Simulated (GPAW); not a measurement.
Runs of GPAW 26.7.0 on ZnS (Wurtzite-2H). Symmetry: P6_3mc, No. 186, hexagonal system. The conventional cell has a = 3.811 Å, b = 3.811 Å, c = 6.234 Å, α = 90.00°, β = 90.00°, γ = 120.00°. Zn (site symmetry 3m) has 4 S at 2.31 to 2.40 Å as nearest neighbours. S (site symmetry 3m) is surrounded by 4 Zn at 2.31 to 2.40 Å. 

```csv
task,level,potentials or basis,cell,band path,band points,eigensolver,optimizer,fmax,gap on the mesh (eV),pressure (GPa),relaxed volume (Å³/atom),largest force (eV/Å)
band structure,BP86,"PAW data sets generated in the run's folder for this functional, pw",as given,"GMKGALHA,LM,KH",100,-,-,-,2.19,(b),-,0.32
relaxation of cell and atoms,TPSS,"GPAW PAW data sets (gpaw-data 1.2.1), pw",relaxed,-,-,davidson,FIRE,0.02 eV/Å,2.24,0.0,20.19,0.02
relaxation of cell and atoms,PBEsol+D3(BJ),"PAW data sets generated in the run's folder for this functional, pw",relaxed,-,-,-,BFGS,0.02 eV/Å,(a),0.0,18.70,0.01
band structure,r2SCAN,"GPAW PAW data sets (gpaw-data 1.2.1), pw",as given,"GMKGALHA,LM,KH",80,-,-,-,2.82,-0.3,-,0.31
```

Alike in all rows: no spin polarisation; k mesh 6 × 6 × 3; cutoff (eV) 600; smearing fermi-dirac 0.05 eV.

Problem. Fill in the values left out.

Solution. (a) 2.27; (b) 2.3.

Caveats: later steps reuse the first step's grids (some runs); the PAW data sets were made with another functional, which shifts forces and pressure a little (some runs).

Runs at the PBE level aren't shown here.
